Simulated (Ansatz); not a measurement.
# What moves the field gradients of Zn2InGaO5?

Cell of run 1: a computed structure from the Materials Project (it need not be an observed phase), atoms as given.

```yaml
crystal:
  lattice:
    - [3.34611, 0.00000, 0.00000]
    - [-1.67306, 2.89782, 0.00000]
    - [0.00000, 0.00000, 22.74547]
  atoms:
    - { symbol: Zn, position: [0.33333, 0.66667, 0.63543] }
    - { symbol: Zn, position: [0.33333, 0.66667, 0.86457] }
    - { symbol: Zn, position: [0.66667, 0.33333, 0.13543] }
    - { symbol: Zn, position: [0.66667, 0.33333, 0.36457] }
    - { symbol: In, position: [0.00000, 0.00000, 0.50000] }
    - { symbol: In, position: [0.00000, 0.00000, 0.00000] }
    - { symbol: Ga, position: [0.00000, 0.00000, 0.75000] }
    - { symbol: Ga, position: [0.00000, 0.00000, 0.25000] }
    - { symbol: O, position: [0.33333, 0.66667, 0.54814] }
    - { symbol: O, position: [0.00000, 0.00000, 0.66220] }
    - { symbol: O, position: [0.33333, 0.66667, 0.75000] }
    - { symbol: O, position: [0.00000, 0.00000, 0.83780] }
    - { symbol: O, position: [0.33333, 0.66667, 0.95186] }
    - { symbol: O, position: [0.66667, 0.33333, 0.04814] }
    - { symbol: O, position: [0.00000, 0.00000, 0.16220] }
    - { symbol: O, position: [0.66667, 0.33333, 0.25000] }
    - { symbol: O, position: [0.00000, 0.00000, 0.33780] }
    - { symbol: O, position: [0.66667, 0.33333, 0.45186] }
```

Atom numbers follow the list; atoms alike are taken as one site, whose name carries the number of the first.

All runs are DFT with Ansatz 0.2.0 (plane waves and PAW, scalar-relativistic unless spin–orbit coupling is named, Γ-centred meshes, Fermi–Dirac smearing where given) in this cell.

Run 1: PBE, atoms as given; 420 eV, 7×7×1 k-points, smearing 0.02 eV.
Run 2: r2SCAN, atoms as given; 500 eV, 7×7×1 k-points, smearing 0.02 eV.
Run 3: PBE with spin–orbit coupling, atoms as given; 420 eV, 7×7×1 k-points, smearing 0.02 eV.

Question: What does each run give, and what moves the gradients most?

Answer: 

```
run  In V_zz (η)   Ga V_zz (η)  O9 V_zz (η)  O10 V_zz (η)   O11 V_zz (η)
  1  7.08 (0.00)  -4.81 (0.00)  1.10 (0.00)   1.36 (0.00)  -10.44 (0.00)
  2  6.95 (0.00)  -4.75 (0.00)  0.88 (0.00)   1.40 (0.00)  -10.64 (0.00)
  3  7.04 (0.00)  -4.80 (0.00)  1.10 (0.00)   1.36 (0.00)  -10.44 (0.00)
```

V_zz in 10²¹ V/m²; 5 of the 6 sets of like atoms are followed. Against run 1, the gradient tensors on these sites move by at most 0.22 in run 2 (O9), 0.04 in run 3 (In). Taken one at a time, the functional (r2SCAN with its higher cutoff) moves the tensors on these sites by up to 0.22 (largest principal value of the change, on O9), spin–orbit coupling by 0.04 (In).

The cell isn't the equilibrium one in run 2 (calculated pressure -7 GPa), and the entry's cell may itself be off.
